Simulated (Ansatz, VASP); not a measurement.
Two plane-wave programs on Al

File INCAR:

```
  PREC = Accurate
  ENCUT = 520
  EDIFF = 1E-6
  ISMEAR = -1
  SIGMA = 0.1
  LREAL = F
  LASPH = T
  NELM = 80
  ALGO = Normal
  ISIF = 2
  LWAVE = F
  LCHARG = T
  GGA = RP
  LELF = T
  LVHAR = T
  NBANDS = 8
```

File KPOINTS:

```
regular mesh
0
Gamma
  22 22 22
```

Contents of POSCAR:

```
Al
1.0
    0.0000000000      2.0323520442      2.0323520442
    2.0323520442      0.0000000000      2.0323520442
    2.0323520442      2.0323520442      0.0000000000
Al
1
Direct
    0.0000000000      0.0000000000      0.0000000000
```

Input for Ansatz:

```yaml
crystal:
  lattice:
    - [0.0, 2.0323520443, 2.0323520443]
    - [2.0323520443, 0.0, 2.0323520443]
    - [2.0323520443, 2.0323520443, 0.0]
  atoms:
    - { symbol: Al, position: [0.0, 0.0, 0.0] }
hamiltonian:
  xc: rpbe
  pseudopotentials:
    kind: paw
    azcp:
      Al: "pseudopotentials/Al.paw.azcp"
basis:
  ecutwfc: 420
  fft_grid_basis: typed
kpoints:
  mp_grid: { grid: [22, 22, 22], shift: [0, 0, 0] }
magnetization:
  spin_polarized: false
scf:
  occupations: { method: fermi_dirac, width: 0.1 }
output:
  stress: true
```

Alike in both runs: task single point; functional RPBE; k mesh 22 × 22 × 22; occupations fermi-dirac, width 0.1 eV; no spin polarisation.

|  | VASP | Ansatz |
| --- | --- | --- |
| version | VASP 6.6.1 | Ansatz 0.2.0 |
| potentials or method | VASP PAW PBE potentials, release 64 (Al) | plane waves (420 eV) with PAW, scalar-relativistic |
| plane-wave cutoff (eV) | 520 | 420 |
| valence electrons in the cell | 3 | 3 |

VASP gave:

- pressure (GPa): -0.1

Question: Which values does Ansatz return?

Answer: Pressure (GPa): 0.1.

The functional is the same, so the differences come from potentials, cutoffs and numerics.

Caveats: the PAW data sets were made with another functional, which shifts forces and pressure a little (VASP).
